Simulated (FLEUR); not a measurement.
# Ge (Cmcm) in FLEUR: further runs

One crystal, Ge, is run at these levels: LDA; tasks: band structure, equation of state.

Program: FLEUR MaX-R8.1 (later development tree). These are calculated values, not measurements. Logs are shortened: lines on timing, memory, paths and dates and some standing lists are left out, and cuts for length are marked.

## Step 1: Starting point

Symmetry: Cmcm, No. 63, orthorhombic system. Conventional cell: a = 2.976 Å, b = 5.189 Å, c = 4.728 Å, α = 90.00°, β = 90.00°, γ = 90.00°. Ge (site symmetry m2m) has 12 Ge at 2.92 to 2.99 Å as nearest neighbours.

This isn't the form of Ge at room conditions, which is diamond.

## Step 2: Band structure, LDA

File inp.xml:

```xml
<?xml version="1.0" encoding="UTF-8" standalone="no"?>
<fleurInput fleurInputVersion="0.39">
   <comment>
      Ge                                                                                                  
   </comment>
   <calculationSetup>
      <cutoffs Kmax="4.1" Gmax="12.7" GmaxXC="12.7" numbands="0"/>
      <scfLoop itmax="60" minDistance="0.00001" maxIterBroyd="15" imix="Anderson" alpha="0.05" precondParam="0.0" spinf="2.0" sdNocoIR="T"/>
      <coreElectrons ctail="T" frcor="F" kcrel="0" coretail_lmax="0"/>
      <xcFunctional name="vwn" relativisticCorrections="F"/>
      <magnetism jspins="1"/>
      <soc l_soc="F" theta="0.0" phi="0.0" spav="F"/>
      <expertModes spex="0" secvar="F"/>
      <geometryOptimization l_f="F" forcealpha="1.0" forcemix="BFGS" epsdisp="0.00001" epsforce="0.00001"/>
      <ldaU l_linMix="F" mixParam="0.05" spinf="1.0"/>
   </calculationSetup>
   <cell>
      <bzIntegration valenceElectrons="44.0" mode="hist" fermiSmearingEnergy="0.00183747">
         <kPointListSelection listName="default-1"/>
         <!-- k-points included here -->
         <xi:include xmlns:xi="http://www.w3.org/2001/XInclude" href="kpts.xml"> </xi:include>
      </bzIntegration>
      <!-- symmetry operations included here -->
      <xi:include xmlns:xi="http://www.w3.org/2001/XInclude" href="sym.xml"> </xi:include>
      <bulkLattice scale="1.0">
         <bravaisMatrix>
            <row-1>    2.8120124871599446    -4.9032527412451854     0.0000000000000000</row-1>
            <row-2>    2.8120124871599446     4.9032527412451854     0.0000000000000000</row-2>
            <row-3>    0.0000000000000000     0.0000000000000000     8.9338612709119740</row-3>
         </bravaisMatrix>
      </bulkLattice>
   </cell>
   <atomSpecies>
      <species name="Germanium (Ge)" element="Ge" atomicNumber="32">
         <mtSphere radius="2.56" gridPoints="847" logIncrement="0.015"/>
         <atomicCutoffs lmax="10" lnonsphr="10"/>
         <electronConfig flipSpins="F">
            <coreConfig>(1s1/2) (2s1/2) (2p1/2) (2p3/2)</coreConfig>
            <valenceConfig>(3s1/2) (3p1/2) (3p3/2) (4s1/2) (3d3/2) (3d5/2) (4p1/2) (4p3/2)</valenceConfig>
            <stateOccupation state="(4p1/2)" spinUp="0.333333" spinDown="0.333333"/>
            <stateOccupation state="(4p3/2)" spinUp="0.666667" spinDown="0.666667"/>
         </electronConfig>
         <energyParameters s="4" p="4" d="3" f="4"/>
         <lo type="SCLO" l="0" n="3" eDeriv="0"/>
         <lo type="SCLO" l="1" n="3" eDeriv="0"/>
         <lo type="SCLO" l="1" n="3" eDeriv="1"/>
         <lo type="HELO" l="2" n="4" eDeriv="0"/>
         <lo type="HELO" l="2" n="4" eDeriv="1"/>
         <lo type="SCLO" l="3" n="4" eDeriv="2"/>
      </species>
   </atomSpecies>
   <atomGroups>
      <atomGroup species="Germanium (Ge)">
         <relPos label="                   1">.3334466300 -.3334466300 1.000/4.000</relPos>
         <relPos label="                   2">-.3334466300 .3334466300 -1.000/4.000</relPos>
         <force calculate="T" relaxXYZ="TTT"/>
      </atomGroup>
   </atomGroups>
   <output dos="F" band="F" slice="F">
      <checks vchk="F" cdinf="F"/>
      <bandDOS minEnergy="-.5*Htr" maxEnergy="0.5*Htr" sigma="0.015" storeEVData="T"/>
      <vacuumDOS vacdos="F" integ="F" star="F" nstars="0" locx1="0.0" locy1="0.0" locx2="0.0" locy2="0.0" nstm="0" tworkf="0.0"/>
      <unfoldingBand unfoldBand="F" supercellX="1" supercellY="1" supercellZ="1"/>
      <plotting iplot="0" polar="F">
         <plot TwoD="T" vec1="  1.0  0.0  0.0" vec2="  0.0  1.0  0.0" vec3="  0.0  0.0  1.0" zero="  0.0  0.0  0.0" file="plot"/>
      </plotting>
      <chargeDensitySlicing numkpt="0" minEigenval="0.0" maxEigenval="0.0" nnne="0" pallst="F"/>
      <specialOutput eonly="F"/>
      <moessbauerParams electricFieldGradient="T" isomerShift="T" coreHyperfine="T" valenceHyperfine="T"/>
      <magneticCircularDichroism mcd="F" energyLo="-10.0" energyUp="0.0"/>
   </output>
  <!-- We include the file relax.xml here to enable relaxations (see documentation) -->
  <xi:include xmlns:xi="http://www.w3.org/2001/XInclude" href="relax.xml"> <xi:fallback/> </xi:include>
</fleurInput>
```

File crystal.txt:

```
Ge
&input cartesian=F /
1.4880529250  -2.5946896100  0.0000000000
1.4880529250  2.5946896100  0.0000000000
0.0000000000  0.0000000000  4.7275957900
1.8897261246
1.0 1.0 1.0

2
32 0.3334466300  0.6665533700  0.2500000000
32 0.6665533700  0.3334466300  0.7500000000

&kpt div1=10 div2=10 div3=6 gamma=T /
```

File inp.xml (bands):

```
<?xml version="1.0" encoding="UTF-8" standalone="no"?>
<fleurInput fleurInputVersion="0.39">
   <comment>
      Ge                                                                                                  
   </comment>
   <calculationSetup>
      <cutoffs Kmax="4.1" Gmax="12.7" GmaxXC="12.7" numbands="0"/>
      <scfLoop itmax="60" minDistance="0.00001" maxIterBroyd="15" imix="Anderson" alpha="0.05" precondParam="0.0" spinf="2.0" sdNocoIR="T"/>
      <coreElectrons ctail="T" frcor="F" kcrel="0" coretail_lmax="0"/>
      <xcFunctional name="vwn" relativisticCorrections="F"/>
      <magnetism jspins="1"/>
      <soc l_soc="F" theta="0.0" phi="0.0" spav="F"/>
      <expertModes spex="0" secvar="F"/>
      <geometryOptimization l_f="F" forcealpha="1.0" forcemix="BFGS" epsdisp="0.00001" epsforce="0.00001"/>
      <ldaU l_linMix="F" mixParam="0.05" spinf="1.0"/>
   </calculationSetup>
   <cell>
      <bzIntegration valenceElectrons="44.0" mode="hist" fermiSmearingEnergy="0.00183747">
         <kPointListSelection listName="path-1"/>
         <!-- k-points included here -->
         <xi:include xmlns:xi="http://www.w3.org/2001/XInclude" href="kpts.xml"> </xi:include>
      </bzIntegration>
      <!-- symmetry operations included here -->
      <xi:include xmlns:xi="http://www.w3.org/2001/XInclude" href="sym.xml"> </xi:include>
      <bulkLattice scale="1.0">
         <bravaisMatrix>
            <row-1>    2.8120124871599446    -4.9032527412451854     0.0000000000000000</row-1>
            <row-2>    2.8120124871599446     4.9032527412451854     0.0000000000000000</row-2>
            <row-3>    0.0000000000000000     0.0000000000000000     8.9338612709119740</row-3>
         </bravaisMatrix>
      </bulkLattice>
   </cell>
   <atomSpecies>
      <species name="Germanium (Ge)" element="Ge" atomicNumber="32">
         <mtSphere radius="2.56" gridPoints="847" logIncrement="0.015"/>
         <atomicCutoffs lmax="10" lnonsphr="10"/>
         <electronConfig flipSpins="F">
            <coreConfig>(1s1/2) (2s1/2) (2p1/2) (2p3/2)</coreConfig>
            <valenceConfig>(3s1/2) (3p1/2) (3p3/2) (4s1/2) (3d3/2) (3d5/2) (4p1/2) (4p3/2)</valenceConfig>
            <stateOccupation state="(4p1/2)" spinUp="0.333333" spinDown="0.333333"/>
            <stateOccupation state="(4p3/2)" spinUp="0.666667" spinDown="0.666667"/>
         </electronConfig>
         <energyParameters s="4" p="4" d="3" f="4"/>
         <lo type="SCLO" l="0" n="3" eDeriv="0"/>
         <lo type="SCLO" l="1" n="3" eDeriv="0"/>
         <lo type="SCLO" l="1" n="3" eDeriv="1"/>
         <lo type="HELO" l="2" n="4" eDeriv="0"/>
         <lo type="HELO" l="2" n="4" eDeriv="1"/>
         <lo type="SCLO" l="3" n="4" eDeriv="2"/>
      </species>
   </atomSpecies>
   <atomGroups>
      <atomGroup species="Germanium (Ge)">
         <relPos label="                   1">.3334466300 -.3334466300 1.000/4.000</relPos>
         <relPos label="                   2">-.3334466300 .3334466300 -1.000/4.000</relPos>
         <force calculate="T" relaxXYZ="TTT"/>
      </atomGroup>
   </atomGroups>
   <output dos="F" band="T" slice="F">
      <checks vchk="F" cdinf="F"/>
      <bandDOS minEnergy="-.5*Htr" maxEnergy="0.5*Htr" sigma="0.015" storeEVData="T"/>
      <vacuumDOS vacdos="F" integ="F" star="F" nstars="0" locx1="0.0" locy1="0.0" locx2="0.0" locy2="0.0" nstm="0" tworkf="0.0"/>
      <unfoldingBand unfoldBand="F" supercellX="1" supercellY="1" supercellZ="1"/>
      <plotting iplot="0" polar="F">
         <plot TwoD="T" vec1="  1.0  0.0  0.0" vec2="  0.0  1.0  0.0" vec3="  0.0  0.0  1.0" zero="  0.0  0.0  0.0" file="plot"/>
      </plotting>
      <chargeDensitySlicing numkpt="0" minEigenval="0.0" maxEigenval="0.0" nnne="0" pallst="F"/>
      <specialOutput eonly="F"/>
      <moessbauerParams electricFieldGradient="T" isomerShift="T" coreHyperfine="T" valenceHyperfine="T"/>
      <magneticCircularDichroism mcd="F" energyLo="-10.0" energyUp="0.0"/>
   </output>
  <!-- We include the file relax.xml here to enable relaxations (see documentation) -->
  <xi:include xmlns:xi="http://www.w3.org/2001/XInclude" href="relax.xml"> <xi:fallback/> </xi:include>
</fleurInput>
```

Potentials or basis: all-electron, FLAPW.

Started as:

```sh
> inpgen -f crystal.txt -profile fastHighL
> # inp.xml edited to the form shown
> fleur_MPI
> fleur_MPI   # second run, on inp.xml (bands)
```

The program printed:

```text
Welcome to FLEUR        (www.flapw.de)
      MaX-Release 8.1          (www.max-centre.eu)

 ========== k-point set info ==========
 Selected k-point list: default-1
 k-point list type: mesh
 10 x 10 x 6
 Number of k points: 124

 ------------Calculation Setup---------------------------
 Number of MPI-tasks      :            1
 Number of PE/node        :            1
 Number of OMP-threads    :            1
 Most efficient MPI parallelization for:
           1           2           4          31          62         124
 Additional eigenvalue parallelization possible
 Number of basis functions:          384
 Approximate size of matrices (H+S) per k-point:         0.002 GB
 --------------------------------------------------------
 Iteration:     1   Distance:       3.83106364 me/bohr^3
 Iteration:     2   Distance:       3.50058406 me/bohr^3
 Iteration:     3   Distance:       1.53426538 me/bohr^3
 Iteration:     4   Distance:       0.14733683 me/bohr^3
 Iteration:     5   Distance:       0.15907372 me/bohr^3
 Iteration:     6   Distance:       0.03451586 me/bohr^3
 Iteration:     7   Distance:       0.00198700 me/bohr^3
 Iteration:     8   Distance:       0.00145907 me/bohr^3
 Iteration:     9   Distance:       0.00029298 me/bohr^3
 Iteration:    10   Distance:       0.00005620 me/bohr^3
 Iteration:    11   Distance:       0.00003096 me/bohr^3
 Iteration:    12   Distance:       0.00000090 me/bohr^3

 ********************************************************************
 Run finished successfully
 Stop message:
   all done
 ********************************************************************
```

output (bands):

```text
Welcome to FLEUR        (www.flapw.de)
      MaX-Release 8.1          (www.max-centre.eu)

 ========== k-point set info ==========
 Selected k-point list: path-1
 k-point list type: path
 Number of k points: 60

 ------------Calculation Setup---------------------------
 Number of MPI-tasks      :            1
 Number of PE/node        :            1
 Number of OMP-threads    :            1
 Most efficient MPI parallelization for:
           1           2           3           4           5           6          10          12          15          20          30          60
 Additional eigenvalue parallelization possible
 Number of basis functions:          384
 Approximate size of matrices (H+S) per k-point:         0.002 GB
 --------------------------------------------------------
 Fermi energy correction for metals:
 Fermi energy in bands.* files may not be consistent with last density.
 Please correct it manually (e.g. in band.gnu file).

 Note: Band structure data (together with different weights) is also stored in the banddos.hdf file.
       A convenient way of extracting and plotting the data from that file is by making use of the

 ********************************************************************
 Run finished successfully
 Stop message:
   Charge density postprocessing done.
 ********************************************************************
```

out.xml (last iteration):

```text
<iteration numberForCurrentRun="   12" overallNumber="   12">
         <energyParameters units="Htr">
            <atomicEP atomType="1" spin="1" branch="4s" branchLowest="-5.68" branchHighest="0.51" value="-0.0134737530"/>
            <atomicEP atomType="1" spin="1" branch="4p" branchLowest="-3.76" branchHighest="1.08" value="0.2408574057"/>
            <atomicEP atomType="1" spin="1" branch="3d" branchLowest="-9.99" branchHighest="-0.60" value="-0.6007563577"/>
            <atomicEP atomType="1" spin="1" branch="4f" branchLowest="-9.99" branchHighest="2.82" value="0.6325349125"/>
            <loAtomicEP atomType="1" spin="1" branch="3s" branchLowest="-49.83" branchHighest="-5.68" value="-5.6848169213"/>
            <loAtomicEP atomType="1" spin="1" branch="3p" branchLowest="-43.53" branchHighest="-3.76" value="-3.7628717649"/>
            <loAtomicEP atomType="1" spin="1" branch="3p" branchLowest="-43.53" branchHighest="-3.76" value="-3.7628717649"/>
            <heloAtomicEP atomType="1" spin="1" branch="4d" branchLowest="1.63" branchHighest="1.63" value="1.6320898098"/>
            <heloAtomicEP atomType="1" spin="1" branch="4d" branchLowest="1.63" branchHighest="1.63" value="1.6320898098"/>
            <loAtomicEP atomType="1" spin="1" branch="4f" branchLowest="-9.99" branchHighest="2.82" value="0.6325372775"/>
         </energyParameters>
         <eigenvalues>
            <eigenvaluesAt spin="1" ikpt="1" k_x="0.00000000" k_y="0.00000000" k_z="0.00000000">
                      -5.6848215783       -5.6848162744       -3.7608475509       -3.7608439151       -3.7608332126
                      -3.7608294631       -3.7606479795       -3.7605744636       -0.6110057213       -0.6106622735
                      -0.6105729406       -0.6105253317       -0.6103240049       -0.6102028570       -0.6098398138
                      -0.6098143807       -0.6070975377       -0.6070761175       -0.1933789901        0.0208092984
                       0.0964538198        0.5373297721        0.5414903060        0.6134051128        0.6176202120
                       0.6637876326        0.7221783668        0.7770769101        0.8171413268        0.8234464504
                       0.8999732190        0.9015109063        0.9062947844        0.9279305535
            </eigenvaluesAt>
            <eigenvaluesAt spin="1" ikpt="2" k_x="0.00000000" k_y="0.00000000" k_z="0.16666667">
                      -5.6848212278       -5.6848166382       -3.7608466145       -3.7608429767       -3.7608341619
                      -3.7608304546       -3.7606430791       -3.7605793425       -0.6109646750       -0.6108644208
                      -0.6107494949       -0.6105857415       -0.6104325450       -0.6103158181       -0.6094281681
[... 37 lines left out ...]
            <state n="2" l="1" j="0.5" energy="-44.3228521954" weight="1.0000000000"/>
            <state n="2" l="1" j="1.5" energy="-43.1538857897" weight="2.0000000000"/>
         </coreStates>
         <allElectronCharges>
            <spinDependentCharge spin="1" total="64.0000000" interstitial="2.4158866" mtSpheres="61.5841134"/>
            <totalCharge value="64.0000000002"/>
         </allElectronCharges>
         <moessbauerParams unitsHFF="kG" unitsIS="e/bohr^3" unitsEFG="Htr/bohr^2">
            <coreIsomerShift atomType="1" isTotal="31298.75017">
               <shell n="1" l="0" isomerShift="28416.62709"/>
               <shell n="2" l="0" isomerShift="2856.98763"/>
               <shell n="2" l="1" isomerShift="25.13545"/>
            </coreIsomerShift>
            <isomerShift atomType="1" nucleusRadius="0.0000986" averageDensity="31772.77145"/>
            <electricFieldGradient atomType="1" VXX="0.06428" VYY="0.06562" VZZ="-0.12990" asymParam="0.01029">
            </electricFieldGradient>
         </moessbauerParams>
         <totalEnergy                                    value="    -4192.3558132448" units="Htr">
            <sumOfEigenvalues                            value="    -2407.0843250984">
               <coreElectrons value="-2327.8290473876"/>
               <valenceElectrons value="-79.2552777108"/>
            </sumOfEigenvalues>
            <densityCoulombPotentialIntegral value="-6482.0599857654"/>
            <densityEffectivePotentialIntegral value="-6685.4858364850"/>
            <chargeDenXCDenIntegral value="-153.5917143909"/>
            <FockExchangeEnergyValence value="0.0000000000"/>
            <FockExchangeEnergyCore value="0.0000000000"/>
            <atomTypeDependentContributions atomType="1">
               <electronNucleiInteractionDifferentMTs value="5051.3895776158"/>
               <MadelungTerm value="-24.7460397420"/>
            </atomTypeDependentContributions>
            <tkbTimesEntropy value="0.0003048756"/>
            <freeEnergy value="-4192.3561181204"/>
            <extrapolationTo0K value="-4192.3559656826"/>
         </totalEnergy>
         <densityConvergence units="me/bohr^3">
            <chargeDensity spin="1" distance="0.0000008961"/>
         </densityConvergence>
      </iteration>
```

Run time: 87 s. Hardware: 1 thread of Arm Neoverse V2, shared host; peak memory 0.07 GiB.

Results:

```
Free energy                                           : -114079.8216 eV
Band gap along the path                               : none (metal or under the smearing width)
Valence electrons inside the program's atomic spheres : Ge 20.79 (radii Ge 2.56 bohr)
```

Levels at the corners of the path, in eV from the Fermi level:
| point | band 18 | band 19 | band 20 | band 21 | band 22 | band 23 | band 24 | band 25 | band 26 | band 27 |
| --- | --- | --- | --- | --- | --- | --- | --- | --- | --- | --- |
| Γ | -24.62 | -13.36 | -7.53 | -5.48 | 6.52 | 6.63 | 8.59 | 8.71 | 9.96 | 11.55 |
| X | -24.62 | -6.79 | -6.77 | -4.00 | -0.04 | -0.02 | 1.00 | 1.00 | 1.01 | 5.50 |
| S | -24.61 | -8.47 | -7.11 | -2.33 | -1.27 | -0.86 | 1.49 | 2.41 | 6.54 | 7.11 |
| R | -24.62 | -7.05 | -7.05 | -4.88 | -4.88 | 4.06 | 4.06 | 5.02 | 5.02 | 8.76 |
| A | -24.62 | -5.98 | -5.98 | -3.59 | -3.59 | -2.33 | -2.33 | 6.65 | 6.65 | 11.68 |
| Z | -24.65 | -11.69 | -11.69 | 1.86 | 1.86 | 7.64 | 7.64 | 7.75 | 7.75 | 12.83 |
| Γ | -24.62 | -13.36 | -7.53 | -5.48 | 6.52 | 6.63 | 8.59 | 8.71 | 9.96 | 11.55 |
| Y | -24.61 | -8.55 | -7.16 | -2.37 | -1.29 | -0.92 | 1.45 | 2.57 | 6.68 | 7.26 |
| X1 | -24.62 | -6.79 | -6.77 | -4.00 | -0.04 | -0.02 | 1.00 | 1.00 | 1.01 | 5.50 |
| A1 | -24.62 | -5.98 | -5.98 | -3.59 | -3.59 | -2.33 | -2.33 | 6.65 | 6.65 | 11.68 |
| T | -24.62 | -7.13 | -7.13 | -4.91 | -4.91 | 4.22 | 4.22 | 5.04 | 5.04 | 8.84 |
| Y | -24.61 | -8.55 | -7.16 | -2.37 | -1.29 | -0.92 | 1.45 | 2.57 | 6.68 | 7.26 |
| Z | -24.65 | -11.69 | -11.69 | 1.86 | 1.86 | 7.64 | 7.64 | 7.75 | 7.75 | 12.83 |
| T | -24.62 | -7.13 | -7.13 | -4.91 | -4.91 | 4.22 | 4.22 | 5.04 | 5.04 | 8.84 |

Core levels (eV from the Fermi level):
```tsv
atom	levels
1 Ge	1s1/2 -10933.3, 2s1/2 -1364.1, 2p1/2 -1214.2, 2p3/2 -1182.4
2 Ge	1s1/2 -10933.3, 2s1/2 -1364.1, 2p1/2 -1214.2, 2p3/2 -1182.4
```

## Step 3: Equation of state, LDA, 17.16 Å³/atom (volume scaled by 0.94)

Changes to inp.xml since step 2:

```diff
@@ -24,3 +24,3 @@
       <xi:include xmlns:xi="http://www.w3.org/2001/XInclude" href="sym.xml"> </xi:include>
-      <bulkLattice scale="1.0">
+      <bulkLattice scale="0.9795861087">
          <bravaisMatrix>
@@ -34,3 +34,3 @@
       <species name="Germanium (Ge)" element="Ge" atomicNumber="32">
-         <mtSphere radius="2.56" gridPoints="847" logIncrement="0.015"/>
+         <mtSphere radius="2.48" gridPoints="847" logIncrement="0.015"/>
          <atomicCutoffs lmax="10" lnonsphr="10"/>
```

Potentials or basis: all-electron, FLAPW.

Started as:

```sh
> inpgen -f crystal.txt -profile fastHighL
> # inp.xml edited to the form shown
> fleur_MPI
```

Wall time 76 s (1 thread of Arm Neoverse V2, shared host); peak memory 0.09 GiB.

It converged, with:

* Free energy: -114079.8034 eV
* Band gap on the k mesh: none (metal or under the smearing width)
* Valence electrons inside the program's atomic spheres: Ge 20.68 (radii Ge 2.48 bohr)

## Step 4: Equation of state, LDA, 17.52 Å³/atom (volume scaled by 0.96)

Changes to inp.xml since step 3:

```diff
@@ -24,3 +24,3 @@
       <xi:include xmlns:xi="http://www.w3.org/2001/XInclude" href="sym.xml"> </xi:include>
-      <bulkLattice scale="0.9795861087">
+      <bulkLattice scale="0.9864848297">
          <bravaisMatrix>
```

Started as:

```sh
> inpgen -f crystal.txt -profile fastHighL
> # inp.xml edited to the form shown
> fleur_MPI
```

It took 78 s on 1 thread of Arm Neoverse V2, shared host; peak memory 0.09 GiB.

The run converged. Its results:

| Quantity | Value |
| --- | --- |
| Free energy | -114079.8175 eV |
| Band gap on the k mesh | none (metal or under the smearing width) |
| Valence electrons inside the program's atomic spheres | Ge 20.65 (radii Ge 2.48 bohr) |

(Continued in part 2 of 2.)
